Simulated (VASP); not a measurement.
# MoS2 (R3m) in VASP: notebook

Runs on MoS2. Level: PBEsol. Tasks: equation of state.

Program: VASP 6.6.1. These are calculated values, not measurements. Logs are shortened: lines on timing, memory, paths and dates and some standing lists are left out, and cuts for length are marked.

## Step 1: Starting point

The structure is trigonal, space group R3m (No. 160). Conventional cell: a = 3.144 Å, b = 3.144 Å, c = 18.795 Å, α = 90.00°, β = 90.00°, γ = 120.00°. Mo (site symmetry 3m) has 6 S at 2.39 Å as nearest neighbours. S (site symmetry 3m) is surrounded by 3 Mo at 2.39 Å. S (site symmetry 3m) is surrounded by 3 Mo at 2.39 Å.

Measurements of this composition are mostly on another form, of space group No. 194.

## Step 2: Equation of state, PBEsol, 17.16 Å³/atom (a relaxed cell with its volume scaled by 0.96)

Contents of INCAR:

```
PREC = Accurate
ENCUT = 520
EDIFF = 1E-7
ISMEAR = 0
SIGMA = 0.02
LREAL = False
LASPH = True
NELM = 60
ALGO = Fast
ISIF = 2
LWAVE = False
LCHARG = False
GGA = PS
```

Contents of KPOINTS:

```
Automatic mesh
0
Gamma
  8 8 8
```

Contents of POSCAR:

```
MoS2                                    
1.0
    1.5505486425      0.8952096761      6.1801976064
   -1.5505486425      0.8952096761      6.1801976064
   -0.0000000000     -1.7904193523      6.1801976064
  Mo              S             
     1     2
Direct
     0.0001000351882139    0.0001000351882139    0.0001000351882139
     0.4163261269990856    0.4163261269990856    0.4163261269990856
     0.2505738378127022    0.2505738378127022    0.2505738378127022
```

Potentials or basis: VASP PAW PBE potentials, release 64 (Mo_sv, S).

Launch:

```sh
$ cat potpaw_PBE.64/Mo_sv/POTCAR potpaw_PBE.64/S/POTCAR > POTCAR
$ mpirun -np 1 vasp_std > vasp.out
```

OUTCAR:

```text
PREC = Accurate
   ENCUT = 520
   EDIFF = 1E-7
   ISMEAR = 0
   LREAL = False
   LASPH = True
   NELM = 60
   ISIF = 2
   GGA = PS

 ion  position               nearest neighbor table
   1  0.000  0.000  0.000-   3 2.36   3 2.36   3 2.36   2 2.36   2 2.36   2 2.36
   2  0.416  0.416  0.416-   1 2.36   1 2.36   1 2.36
   3  0.251  0.251  0.251-   1 2.36   1 2.36   1 2.36

  LATTYP: Found a trigonal (rhomboedric) cell.
 ALAT       =     6.4343176725
 COS(alpha) =     0.8838562650

  Lattice vectors:

 A1 = (   1.5505486425,   0.8952096761,   6.1801976064)
 A2 = (  -1.5505486425,   0.8952096761,   6.1801976064)
 A3 = (   0.0000000000,  -1.7904193523,   6.1801976064)

Analysis of symmetry for initial positions (statically):
=====================================================================
 Subroutine PRICEL returns:
 Original cell was already a primitive cell.

 Routine SETGRP: Setting up the symmetry group for a
 trigonal (rhombohedral) supercell.

 Subroutine GETGRP returns: Found  6 space group operations
 (whereof  6 operations were pure point group operations)
 out of a pool of 12 trial point group operations.

The static configuration has the point symmetry C_3v.

Analysis of symmetry for dynamics (positions and initial velocities):
=====================================================================
 Subroutine PRICEL returns:
 Original cell was already a primitive cell.

 Routine SETGRP: Setting up the symmetry group for a
 trigonal (rhombohedral) supercell.

 Subroutine GETGRP returns: Found  6 space group operations
 (whereof  6 operations were pure point group operations)
 out of a pool of 12 trial point group operations.

The dynamic configuration has the point symmetry C_3v.

 Subroutine INISYM returns: Found  6 space group operations
 (whereof  6 operations are pure point group operations),
 and found     1 'primitive' translations

----------------------------------------------------------------------------------------

                                     Primitive cell

  volume of cell :      51.4711

  direct lattice vectors                    reciprocal lattice vectors
     1.550548642  0.895209676  6.180197606     0.322466504  0.186176123  0.053935708
    -1.550548642  0.895209676  6.180197606    -0.322466504  0.186176123  0.053935708
     0.000000000 -1.790419352  6.180197606     0.000000000 -0.372352246  0.053935708

  length of vectors
     6.434317673  6.434317673  6.434317673     0.376238296  0.376238296  0.376238296

  position of ions in fractional coordinates (direct lattice)
     0.000100035  0.000100035  0.000100035
     0.416326127  0.416326127  0.416326127
     0.250573838  0.250573838  0.250573838

  ion indices of the primitive-cell ions
   primitive index   ion index
                 1           1
                 2           2
                 3           3

----------------------------------------------------------------------------------------

 KPOINTS: Automatic mesh

Automatic generation of k-mesh.
 Grid dimensions read from file:
 generate k-points for:    8    8    8

 Generating k-lattice:

  Cartesian coordinates                     Fractional coordinates (reciprocal lattice)
     0.040308313  0.023272015  0.006741963     0.125000000 -0.000000000  0.000000000
    -0.040308313  0.023272015  0.006741963    -0.000000000  0.125000000  0.000000000
     0.000000000 -0.046544031  0.006741963    -0.000000000 -0.000000000  0.125000000

  Length of vectors
     0.047029787  0.047029787  0.047029787

  Shift w.r.t. Gamma in fractional coordinates (k-lattice)
     0.000000000  0.000000000  0.000000000

 Subroutine IBZKPT returns following result:
 ===========================================

 Found     65 irreducible k-points:

 Following reciprocal coordinates:
            Coordinates               Weight
  0.000000  0.000000  0.000000      1.000000
  0.125000  0.000000  0.000000      6.000000
  0.250000  0.000000  0.000000      6.000000
  0.375000  0.000000  0.000000      6.000000
  0.500000  0.000000  0.000000      3.000000
  0.125000  0.125000  0.000000      6.000000
[... 16 lines left out ...]
  0.250000  0.125000  0.125000      6.000000
  0.375000  0.125000  0.125000      6.000000
 [... further k-points ...]
   k-points           NKPTS =     65   k-points in BZ     NKDIM =     65   number of bands    NBANDS=     17
   number of dos      NEDOS =    301   number of ions     NIONS =      3
   total plane-waves  NPLWV = 110592
   dimension x,y,z NGX =    48 NGY =   48 NGZ =   48
   dimension x,y,z NGXF=    96 NGYF=   96 NGZF=   96
   ions per type =               1   2
   NGX,Y,Z   is equivalent  to a cutoff of  12.40, 12.40, 12.40 a.u.
   NGXF,Y,Z  is equivalent  to a cutoff of  24.80, 24.80, 24.80 a.u.
 SYSTEM =  unknown system
   PREC   = accura    normal or accurate (medium, high low for compatibility)
   ISTART =      0    job   : 0-new  1-cont  2-samecut
   ICHARG =      2    charge: 1-file 2-atom 10-const
   ISPIN  =      1    spin polarized calculation?
   LNONCOLLINEAR =      F non collinear calculations
   LSORBIT =      F    spin-orbit coupling
   LASPH  =      T    aspherical Exc in radial PAW
   ENCUT  =  520.0 eV  38.22 Ry    6.18 a.u.  11.96 11.96 11.96*2*pi/ulx,y,z
   NELM   =     60;   NELMIN=  2; NELMDL= -5     # of ELM steps
   EDIFF  = 0.1E-06   stopping-criterion for ELM
   LREAL  =      F    real-space projection
   EDIFFG = 0.1E-05   stopping-criterion for IOM
   NSW    =      0    number of steps for IOM
   IBRION =     -1    ionic relax: 0-MD 1-quasi-New 2-CG
   NFREE  =      0    steps in history (QN), initial steepest desc. (CG)
   ISIF   =      2    stress and relaxation
   ISYM   =      2    0-nonsym 1-usesym 2-fastsym
   POTIM  = 0.5000    time-step for ionic-motion
   TEBEG  =    0.0;   TEEND  =   0.0 temperature during run
   PSTRESS=    0.0 pullay stress
   NELECT =      26.0000    total number of electrons
   NUPDOWN=      -1.0000    fix difference up-down
   EMIN   =  10.00;   EMAX   =-10.00  energy-range for DOS
   EFERMI =   0.00;   METHOD = LEGACY
   ISMEAR =     0;   SIGMA  =   0.02  broadening in eV -4-tet -1-fermi 0-gaus
   EFERMI_NEDOS =   21; number of points for ismear=-14 and -15
   IALGO  =     68    algorithm
   IMIX   =      4    mixing-type and parameters
     AMIX     =   0.40;   BMIX     =  1.00
     AMIX_MAG =   1.60;   BMIX_MAG =  1.00
  volume/ion in A,a.u.               =      17.16       115.78
  Fermi-wavevector in a.u.,A,eV,Ry     =   1.303801  2.463827 23.128508  1.699897
  Thomas-Fermi vector in A             =   2.434779
   LORBIT       =      0    0 simple, 1 ext, 2 COOP (PROOUT), +10 PAW based schemes
   GGA     = PS    functional components
   LHFCALC =     F    Hartree Fock is set to
   AEXX    =    0.0000 exact exchange contribution
   IVDW    =     0    specifies the selected vdW correction
   LEPSILON=     F    determine dielectric tensor
   LRPA    =     F    only Hartree local field effects (RPA)
 non-spin polarized calculation
 RMM-DIIS sequential band-by-band and
 Gauss-broadening in eV      SIGMA  =   0.02
  energy-cutoff  :      520.00
  volume of cell :       51.47
 maximum number of plane-waves:      1403
   NGX = 23   NGY = 23   NGZ = 23

 number of electron      25.9999998 magnetization

 Free energy of the ion-electron system (eV)
  ---------------------------------------------------
  ext. energy  EPLUGINS =         0.00000000
  ---------------------------------------------------
  free energy    TOTEN  =       -23.40470397 eV

  energy without entropy =      -23.40470397  energy(sigma->0) =      -23.40470397

 E-fermi :   8.1041     XC(G=0): -11.1445

 val. band max:        7.8952731808   @ k =   0.5000   0.5000   0.5000
 cond. band min:       8.9812089631   @ k =  -0.2500   0.1250  -0.0000
 fundamental gap:      1.0859357822
 Fermi energy:         8.1040880972

 k-point     1 :       0.0000    0.0000    0.0000
  band No.  band energies     occupation
      1     -53.4263      2.00000
      2     -27.6839      2.00000
      3     -27.3684      2.00000
      4     -27.3684      2.00000
      5      -7.3721      2.00000
      6      -5.5864      2.00000
[... 9 lines left out ...]
     16      10.6174      0.00000
     17      10.6174      0.00000

 k-point     2 :       0.1250    0.0000    0.0000
  band No.  band energies     occupation
      1     -53.4183      2.00000
      2     -27.6686      2.00000
      3     -27.4442      2.00000
      4     -27.3854      2.00000
      5      -7.1088      2.00000
      6      -5.5059      2.00000
[... 9 lines left out ...]
     16      10.3414      0.00000
     17      10.5920      0.00000

 k-point     3 :       0.2500    0.0000    0.0000
  band No.  band energies     occupation
      1     -53.3991      2.00000
      2     -27.6316      2.00000
      3     -27.6237      2.00000
      4     -27.4262      2.00000
      5      -6.4075      2.00000
      6      -5.2923      2.00000
[... 9 lines left out ...]
     16      10.7103      0.00000
     17      11.2521      0.00000

 k-point     4 :       0.3750    0.0000    0.0000
  band No.  band energies     occupation
      1     -53.3797      2.00000
      2     -27.7985      2.00000
      3     -27.5944      2.00000
      4     -27.4667      2.00000
      5      -5.5588      2.00000
      6      -5.0449      2.00000
[... 9 lines left out ...]
     16      11.3818      0.00000
     17      11.6138      0.00000
[... 343 lines left out ...]
      1     -53.4263      2.00000
      2     -27.6839      2.00000
      3     -27.3684      2.00000
      4     -27.3684      2.00000
      5      -7.3438      2.00000
      6      -5.6416      2.00000
[... 9 lines left out ...]
     16      10.6018      0.00000
     17      10.6018      0.00000

 k-point    23 :       0.2500    0.1250    0.1250
  band No.  band energies     occupation
      1     -53.4184      2.00000
      2     -27.6687      2.00000
      3     -27.4442      2.00000
      4     -27.3854      2.00000
      5      -7.0639      2.00000
      6      -5.5866      2.00000
[... 9 lines left out ...]
     16      10.3556      0.00000
     17      10.5903      0.00000

 k-point    24 :       0.3750    0.1250    0.1250
  band No.  band energies     occupation
      1     -53.3991      2.00000
      2     -27.6316      2.00000
      3     -27.6237      2.00000
      4     -27.4262      2.00000
      5      -6.3542      2.00000
      6      -5.3710      2.00000
[... 9 lines left out ...]
     16      10.6310      0.00000
     17      11.2512      0.00000

 [... further k-points ...]

------------------------ aborting loop because EDIFF is reached ----------------------------------------

  FORCE on cell =-STRESS in cart. coord.  units (eV):
  Direction    XX          YY          ZZ          XY          YZ          ZX
  --------------------------------------------------------------------------------------
  -------------------------------------------------------------------------------------
  Total        2.1369567      2.1369567      2.3607600      0.0000000     -0.0000000      0.0000000
  in kB       66.5185126     66.5185126     73.4849926      0.0000000     -0.0000000      0.0000000
  external PRESSURE =      68.8406726 kB  Pullay stress =       0.0000000 kB

 VOLUME and BASIS-vectors are now :
 -----------------------------------------------------------------------------
  energy-cutoff  :      520.00
  volume of cell :       51.47
      direct lattice vectors                 reciprocal lattice vectors
     1.550548642  0.895209676  6.180197606     0.322466504  0.186176123  0.053935708
    -1.550548642  0.895209676  6.180197606    -0.322466504  0.186176123  0.053935708
     0.000000000 -1.790419352  6.180197606     0.000000000 -0.372352246  0.053935708

 POSITION                                       TOTAL-FORCE (eV/Angst)
 -----------------------------------------------------------------------------------
      0.00000     -0.00000      0.00185         0.000000     -0.000000      0.000748
      0.00000     -0.00000      7.71893         0.000000     -0.000000      0.730599
      0.00000     -0.00000      4.64579         0.000000      0.000000     -0.731347
 -----------------------------------------------------------------------------------
    total drift:                               -0.000000     -0.000000      0.000169

  FREE ENERGIE OF THE ION-ELECTRON SYSTEM (eV)
  ---------------------------------------------------
  free  energy   TOTEN  =       -23.4047039721 eV

  energy  without entropy=      -23.4047039721  energy(sigma->0) =      -23.40470397
```

It took 1.7 min on 1 thread of Intel Xeon 6975P-C (Granite Rapids), shared host; peak memory 0.34 GiB.

Results:

| Quantity | Value |
| --- | --- |
| Free energy | -23.4047 eV |
| Pressure | 6.9 GPa |
| Largest force | 0.731 eV/Å |
| Band gap on the k mesh | 1.09 eV, indirect (least direct gap 2.22 eV) |

Caveat: the PAW data sets were made with another functional, which shifts forces and pressure a little.

## Step 3: Equation of state, PBEsol, 17.51 Å³/atom (a relaxed cell with its volume scaled by 0.98)

INCAR is that of step 2.

KPOINTS is that of step 2.

Contents of POSCAR:

```
MoS2                                    
1.0
    1.5612424194      0.9013837311      6.2228210057
   -1.5612424194      0.9013837311      6.2228210057
   -0.0000000000     -1.8027674621      6.2228210057
  Mo              S             
     1     2
Direct
     0.0001000351882139    0.0001000351882139    0.0001000351882139
     0.4163261269990856    0.4163261269990856    0.4163261269990856
     0.2505738378127022    0.2505738378127022    0.2505738378127022
```

Potentials or basis: VASP PAW PBE potentials, release 64 (Mo_sv, S).

Launch:

```sh
$ cat potpaw_PBE.64/Mo_sv/POTCAR potpaw_PBE.64/S/POTCAR > POTCAR
$ mpirun -np 1 vasp_std > vasp.out
```

Wall time 1.7 min (1 thread of Intel Xeon 6975P-C (Granite Rapids), shared host); peak memory 0.35 GiB.

Results (log left out):

```
Free energy            : -23.4389 eV
Pressure               : 3.3 GPa
Largest force          : 0.355 eV/Å
Band gap on the k mesh : 1.10 eV, indirect (least direct gap 2.16 eV)
```

Caveat: the PAW data sets were made with another functional, which shifts forces and pressure a little.

## Step 4: Equation of state, PBEsol, 17.87 Å³/atom

INCAR is that of step 3.

KPOINTS is that of step 3.

Contents of POSCAR:

```
MoS2                                    
1.0
    1.5717916746      0.9074743464      6.2648683691
   -1.5717916746      0.9074743464      6.2648683691
   -0.0000000000     -1.8149486929      6.2648683691
  Mo              S             
     1     2
Direct
     0.0001000351882139    0.0001000351882139    0.0001000351882139
     0.4163261269990856    0.4163261269990856    0.4163261269990856
     0.2505738378127022    0.2505738378127022    0.2505738378127022
```

Launch:

```sh
$ cat potpaw_PBE.64/Mo_sv/POTCAR potpaw_PBE.64/S/POTCAR > POTCAR
$ mpirun -np 1 vasp_std > vasp.out
```

It took 2.5 min on 1 thread of Intel Xeon 6975P-C (Granite Rapids), shared host; peak memory 0.35 GiB.

It converged, with:

- Free energy: -23.4501 eV
- Pressure: 0.0 GPa
- Largest force: 0.006 eV/Å
- Band gap on the k mesh: 1.11 eV, indirect (least direct gap 2.10 eV)

Caveat: the PAW data sets were made with another functional, which shifts forces and pressure a little.

## Step 5: Equation of state, PBEsol, 18.23 Å³/atom (a relaxed cell with its volume scaled by 1.02)

INCAR is that of step 4.

KPOINTS is that of step 4.

Contents of POSCAR:

```
MoS2                                    
1.0
    1.5822011944      0.9134842855      6.3063587727
   -1.5822011944      0.9134842855      6.3063587727
   -0.0000000000     -1.8269685709      6.3063587727
  Mo              S             
     1     2
Direct
     0.0001000351882139    0.0001000351882139    0.0001000351882139
     0.4163261269990856    0.4163261269990856    0.4163261269990856
     0.2505738378127022    0.2505738378127022    0.2505738378127022
```

Launch:

```sh
$ cat potpaw_PBE.64/Mo_sv/POTCAR potpaw_PBE.64/S/POTCAR > POTCAR
$ mpirun -np 1 vasp_std > vasp.out
```

Run time: 2.3 min. Hardware: 1 thread of Intel Xeon 6975P-C (Granite Rapids), shared host; peak memory 0.35 GiB.

It converged, with:

| Quantity | Value |
| --- | --- |
| Free energy | -23.4407 eV |
| Pressure | -2.9 GPa |
| Largest force | 0.318 eV/Å |
| Band gap on the k mesh | 1.11 eV, indirect (least direct gap 2.04 eV) |

Caveat: the PAW data sets were made with another functional, which shifts forces and pressure a little.

## Step 6: Equation of state, PBEsol, 18.59 Å³/atom (a relaxed cell with its volume scaled by 1.04)

INCAR is that of step 5.

KPOINTS is that of step 5.

Contents of POSCAR:

```
MoS2                                    
1.0
    1.5924755160      0.9194161678      6.3473103018
   -1.5924755160      0.9194161678      6.3473103018
   -0.0000000000     -1.8388323356      6.3473103018
  Mo              S             
     1     2
Direct
     0.0001000351882139    0.0001000351882139    0.0001000351882139
     0.4163261269990856    0.4163261269990856    0.4163261269990856
     0.2505738378127022    0.2505738378127022    0.2505738378127022
```

Potentials or basis: VASP PAW PBE potentials, release 64 (Mo_sv, S).

Launch:

```sh
$ cat potpaw_PBE.64/Mo_sv/POTCAR potpaw_PBE.64/S/POTCAR > POTCAR
$ mpirun -np 1 vasp_std > vasp.out
```

Run time: 2.3 min. Hardware: 1 thread of Intel Xeon 6975P-C (Granite Rapids), shared host; peak memory 0.35 GiB.

The run converged. Its results:

```
Free energy            : -23.4128 eV
Pressure               : -5.5 GPa
Largest force          : 0.618 eV/Å
Band gap on the k mesh : 1.12 eV, indirect (least direct gap 1.99 eV)
```

Caveat: the PAW data sets were made with another functional, which shifts forces and pressure a little.

## Step 7: Equation of state, PBEsol

No new run: the results of the series are fitted here.

Results:

```yaml
Equilibrium_volume: 17.88 Å³/atom
Bulk_modulus_at_fixed_shape_and_positions: 154 GPa
Pressure_derivative_of_the_bulk_modulus: "4.4 (rough: it moves with the points fitted)"
```

Energy against volume, from the lowest point:
| volume (Å³/atom) | energy (meV/atom) |
| --- | --- |
| 17.157 | 15.14 |
| 17.514 | 3.74 |
| 17.872 | 0.00 |
| 18.229 | 3.13 |
| 18.587 | 12.44 |

Caveat: the cell was scaled at fixed shape and fractional positions, which overstates the stiffness of a crystal with free parameters, most of all of layers and chains; the PAW data sets were made with another functional, which shifts forces and pressure a little.
